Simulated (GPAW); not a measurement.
Here is a GPAW 26.7.0 calculation.

run.py

```python
from ase import Atoms
from ase.eos import EquationOfState
from ase.io import Trajectory
from ase.units import GPa
from gpaw import GPAW, PW

atoms = Atoms(['Sc', 'Sc'],
              cell=[[3.309, 0.0, 0.0],
                    [-1.6545, 2.8656780611, 0.0],
                    [0.0, 0.0, 5.2733]],
              scaled_positions=[[0.6666666667, 0.3333333333, 0.75],
                                [0.3333333333, 0.6666666667, 0.25]],
              pbc=True)

traj = Trajectory('eos.traj', 'w')
volumes, energies = [], []
for x in [0.94, 0.96, 0.98, 1.0, 1.02, 1.04, 1.06]:
    a = atoms.copy()
    a.set_cell(atoms.cell * x**(1 / 3), scale_atoms=True)
    calc = GPAW(mode=PW(600),
                xc='PBE',
                kpts={'size': (9, 9, 5), 'gamma': True},
                occupations={'name': 'fermi-dirac', 'width': 0.05},
                nbands=23,
                convergence={'density': 1e-05, 'energy': 1e-05},
                maxiter=150,
                txt=f'eos-{x:.2f}.txt')
    a.calc = calc
    energies.append(a.get_potential_energy(force_consistent=True))
    volumes.append(a.get_volume())
    p = -a.get_stress()[:3].mean() / GPa
    calc.write(f'eos-{x:.2f}.gpw')
    traj.write(a)
    print(f'{x:.2f} {volumes[-1]:10.4f} A^3 {energies[-1]:14.6f} eV {p:9.3f} GPa', flush=True)

v0, e0, B = EquationOfState(volumes, energies, eos='birchmurnaghan').fit()
print(f'V0 = {v0:.4f} A^3, E0 = {e0:.6f} eV, B0 = {B / GPa:.2f} GPa')
```

Potentials or basis: GPAW PAW data sets (gpaw-data 1.2.1), pw.

The run is started by

```sh
$ OMP_NUM_THREADS=1 python run.py
```

(1) Estimate the equilibrium volume.

(2) What does it give for the bulk modulus at fixed shape and positions?

(3) Predict the pressure derivative of the bulk modulus.

## Answers

(1) 24.65 Å³/atom.

(2) 55 GPa.

(3) 3.4.

Caveat: the cell was scaled at fixed shape and fractional positions, which overstates the stiffness of a crystal with free parameters, most of all of layers and chains.
